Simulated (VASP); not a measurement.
Here is a VASP 6.6.1 calculation.

File INCAR:

```
SYSTEM = Bi2Se3
PREC = Accurate
ENCUT = 600
EDIFF = 1E-6
ISMEAR = 0
SIGMA = 0.03
LREAL = .FALSE.
LASPH = .TRUE.
NELM = 80
ALGO = Normal
ISIF = 3
LWAVE = .FALSE.
LCHARG = .FALSE.
GGA = PE
IVDW = 12
IBRION = 2
NSW = 90
EDIFFG = -0.01
```

File KPOINTS:

```
Automatic mesh
0
G
  8 8 8
  0 0 0
```

POSCAR

```
Bi2Se3
1.0
    2.0715000000      1.1959810826      9.5453333333
   -2.0715000000      1.1959810826      9.5453333333
    0.0000000000     -2.3919621653      9.5453333333
Bi Se
2 3
Direct
    0.4008000000      0.4008000000      0.4008000000
    0.5992000000      0.5992000000      0.5992000000
    0.0000000000      0.0000000000      0.0000000000
    0.2117000000      0.2117000000      0.2117000000
    0.7883000000      0.7883000000      0.7883000000
```

Potentials or basis: VASP PAW PBE potentials, release 64 (Bi_d, Se).

Run with:

```sh
$ cat potpaw_PBE.64/Bi_d/POTCAR potpaw_PBE.64/Se/POTCAR > POTCAR
$ mpirun -np 1 vasp_std > vasp.out
```

Problem. What does it give for the relaxed cell?

Solution. a = 9.767 Å, b = 9.767 Å, c = 9.767 Å, α = 24.50°, β = 24.50°, γ = 24.50°.

Problem. Predict the space group after relaxing (to 0.05 Å).

Solution. R-3m (No. 166).

Problem. What does it give for the dispersion energy per atom?

Solution. -0.404 eV.

Forces on the atoms (eV/Å):
```
Bi   0.000  0.000  0.010
Bi   0.000  0.000 -0.010
Se   0.000  0.000  0.000
Se   0.000  0.000 -0.002
Se   0.000  0.000  0.002
```
